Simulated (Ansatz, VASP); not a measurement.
**Zr: VASP beside Ansatz**

File INCAR:

```
SYSTEM = Zr
  ALGO = Normal
  EDIFF = 1E-6
  ENCUT = 520
  ISIF = 2
  ISMEAR = -1
  LASPH = .True.
  LCHARG = .True.
  LELF = .True.
  LREAL = .False.
  LVHAR = .True.
  LWAVE = .False.
  NBANDS = 19
  NELM = 60
  PREC = Accurate
  SIGMA = 1.0
```

The input KPOINTS:

```
k-points
0
Gamma
  12 12 6
  0 0 0
```

Contents of POSCAR:

```
Zr
1.0
    3.1439658570      0.0000000000      0.0000000000
   -1.5719829285      2.7227543008      0.0000000000
    0.0000000000      0.0000000000      5.0894642375
Zr
2
Direct
    0.3333333333      0.6666666667      0.2500000000
    0.6666666667      0.3333333333      0.7500000000
```

Input for Ansatz:

```yaml
crystal:
  lattice:
    - [3.143965857, 0.0, 0.0]
    - [-1.5719829285, 2.7227543008, 0.0]
    - [0.0, 0.0, 5.0894642375]
  atoms:
    - { symbol: Zr, position: [0.3333333333, 0.6666666667, 0.25] }
    - { symbol: Zr, position: [0.6666666667, 0.3333333333, 0.75] }
hamiltonian:
  xc: lda
  pseudopotentials:
    kind: paw
    azcp:
      Zr: "pseudopotentials/Zr.paw.azcp"
basis:
  ecutwfc: 420
  fft_grid_basis: typed
kpoints:
  mp_grid: { grid: [12, 12, 6], shift: [0, 0, 0] }
magnetization:
  spin_polarized: false
scf:
  occupations: { method: fermi_dirac, width: 1.0 }
  lower_state_search: "off"
output:
  stress: true
```

Alike in both runs: task single point; functional LDA; k mesh 12 × 12 × 6; occupations fermi-dirac, width 1 eV; no spin polarisation.

|  | VASP | Ansatz |
| --- | --- | --- |
| version | VASP 6.6.1 | Ansatz 0.2.0 |
| potentials or method | VASP PAW LDA potentials, release 64 (Zr_sv) | plane waves (420 eV) with PAW, scalar-relativistic |
| plane-wave cutoff (eV) | 520 | 420 |
| valence electrons in the cell | 24 | 24 |

Ansatz gave:

```
pressure (GPa)                                  : 12.0
largest component of the traceless stress (GPa) : 1.17
```

Q: Estimate VASP's values.

A: Pressure (GPa): 12.1; largest component of the traceless stress (GPa): 1.16.

Ansatz warned: «pseudo_functional_mismatch».
